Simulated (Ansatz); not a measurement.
A short bond in Ge (diamond type)

```
Ge
1.0
     0.00000    2.87445    2.87445
     2.87445    0.00000    2.87445
     2.87445    2.87445    0.00000
Ge
2
Cartesian
  -0.7186 -0.7186 -0.7186
  0.7186 0.7186 0.7186
```

The cell is held at a set volume and isn't relaxed, so it needn't be at zero pressure.

Its shortest bond, of 2.489 Å between atom 1 (Ge) and the nearest image of atom 2 (Ge), is scaled by moving both atoms along it, with the cell held. The force apart is half the difference of the two atoms' forces along the bond; it holds the pull and push of their other neighbours too.

All numbers are PBE results (scalar-relativistic) from Ansatz 0.2.0, with a Γ-centred 9×9×9 k mesh, Fermi–Dirac smearing of 0.05 eV, no spin polarisation. Methods: LAPW: all electrons, basis error target 1 meV/atom; PAW: frozen-core files, cutoff 420 eV; norm-conserving: pseudopotentials, cutoff 1061 eV.

Energies are extrapolated to zero smearing and count from the unscaled cell; pressure is positive in compression; gaps take the mesh and a band path. No temperature or zero-point motion is included.

```csv
bond (Å),force apart (eV/Å),P LAPW (GPa),ΔE LAPW (eV/atom),P PAW − LAPW (GPa),ΔE PAW − LAPW (meV/atom),force PAW − LAPW (eV/Å)
2.489,0.00,0.40,0.000,0.00,0.0,0.000
2.191,4.44,?,0.293,0.02,0.2,0.009
2.041,8.08,9.94,0.753,0.08,1.8,0.037
1.593,40.27,65.8,5.264,-0.19,-10.0,-0.089
```

(1) Fill in "P LAPW (GPa)" for the row "2.191".

(2) At the last bond length, how far does norm-conserving lie from LAPW in pressure and in the largest force component?

(3) How do the Löwdin populations by LAPW change from the unscaled cell to the last row, on the two atoms of the bond?

## Answers

(1) 4.10.

(2) norm-conserving: -0.68 GPa, 0.165 eV/Å, on a LAPW pressure of 65.8 GPa.

(3) Ge1 4s 1.35 → 1.27, Ge1 4p 2.65 → 2.74, Ge2 4s 1.35 → 1.27, Ge2 4p 2.65 → 2.74 electrons an atom. These are projections on the shells that the free atoms fill; 0.04 e a cell lies outside them at the start and 0.09 e at the end.
